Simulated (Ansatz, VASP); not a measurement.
# Al5P: VASP beside Ansatz

```xyz
6
Lattice="0.0000 3.7211 3.7211 3.7211 0.0000 3.7211 3.7211 3.7211 0.0000" Properties=species:S:1:pos:R:3 pbc="T T T"
Al    1.8605    1.8605    1.8605
Al    4.6490    4.6490    4.6490
Al    4.6490    2.7932    2.7932
Al    2.7932    4.6490    2.7932
Al    2.7932    2.7932    4.6490
P     0.0000    0.0000    0.0000
```

Change from the starting cell: species swapped into the ZrCu5 type (F-43m, No. 216).

Alike in both runs: functional PBE; k mesh 10 × 10 × 10; occupations gaussian, width 0.1 eV; no spin polarisation.

Ansatz relaxed the structure, and its values are those at the end. VASP's run is a single point on that final structure, the one shown.

|  | VASP | Ansatz |
| --- | --- | --- |
| version | VASP 6.6.1 | Ansatz 0.2.0 |
| potentials or method | VASP PAW PBE potentials, release 64 (Al, P) | scalar-relativistic, plane waves, PAW |
| plane-wave cutoff (eV) | 520 | 420 |
| valence electrons in the cell | 20 | 20 |

```csv
,VASP,Ansatz,Ansatz less VASP
gap on the k mesh at the Fermi level (eV),none,none,-
pressure (GPa),0.0,0.0,+0.02
```

A gap of «none» marks a metal or a gap that the smearing closes.
